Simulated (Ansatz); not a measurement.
Runs of Ansatz 0.2.0 on Mg. It takes space group Fm-3m (No. 225, cubic). The conventional cell has a = 4.489 Å, b = 4.489 Å, c = 4.489 Å, α = 90.00°, β = 90.00°, γ = 90.00°. Around Mg (site symmetry m-3m) lie 12 Mg at 3.17 Å. This isn't the form of Mg at room conditions, which is hcp.

| level | cutoff (eV) | gap on the mesh (eV) | pressure (GPa) | relaxed volume (Å³/atom) |
| --- | --- | --- | --- | --- |
| revPBE | 420 | none | 0.0 | (a) |
| BLYP | 420 | none | 0.0 | 23.62 |
| PBE | 420 | none | 0.0 | 23.10 |
| r2SCAN | 500 | none | 0.0 | 22.71 |
| LDA | 420 | none | 0.0 | (b) |

Alike in all rows: task relaxation of cell and atoms; potentials or basis Ansatz PAW; no spin polarisation; cell relaxed; k mesh 10 × 10 × 10; smearing fermi-dirac 0.05 eV.

Fill in the values left out.

(a) 23.71; (b) 21.75.

Caveats: the plane-wave basis is chosen anew once the cell has moved, so the energies of steps on either side of that aren't comparable; the PAW data sets come from PBE, with cores solved anew for the run's functional, which leaves a small shift of forces and pressure (some runs).

A gap of «none» marks a metal or a gap under the smearing width.
